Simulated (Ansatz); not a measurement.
Crystal: Mg.

```
Mg
1.0
     3.20930    0.00000    0.00000
    -1.60465    2.77934    0.00000
     0.00000    0.00000    5.21030
Mg
2
Cartesian
  1.6047 0.9264 3.9077
  0.0000 1.8529 1.3026
```

| Property | Result |
| --- | --- |
| Program | Ansatz 0.2.0 |
| Task | single point |
| Functional | PBE |
| Potentials or basis | all-electron LAPW, scalar-relativistic |
| Cutoff | 104 eV (chosen from the basis error) |
| Basis error allowed | 0.001 eV/atom |
| k mesh | 10 × 10 × 5 |
| Occupations | fermi-dirac, width 0.05 eV |
| Spin | no spin polarisation |

On this cell: pressure -0.4 GPa; largest force under 0.003 eV/Å; band gap on the k mesh none (metal or under the smearing width).

The same run follows on a disturbed copy (atoms moved at random, drawn with an rms of 0.05 Å):

```
Mg
1.0
     3.20930    0.00000    0.00000
    -1.60465    2.77934    0.00000
     0.00000    0.00000    5.21030
Mg
2
Direct
  0.67167 0.33858 0.75431
  0.33659 0.68100 0.24316
```

**Question.** What changes?

**Answer.** The energy (extrapolated to zero smearing) moves by +2.5 meV/atom; pressure -0.3 GPa; largest force 0.156 eV/Å; band gap on the k mesh none (metal or under the smearing width).

Forces on the atoms (eV/Å):
```
Mg  -0.013  0.017 -0.155
Mg   0.013 -0.017  0.155
```

Stress tensor (GPa, compression positive):
```
-0.80  0.05  0.01
 0.05 -0.67 -0.02
 0.01 -0.02  0.46
```
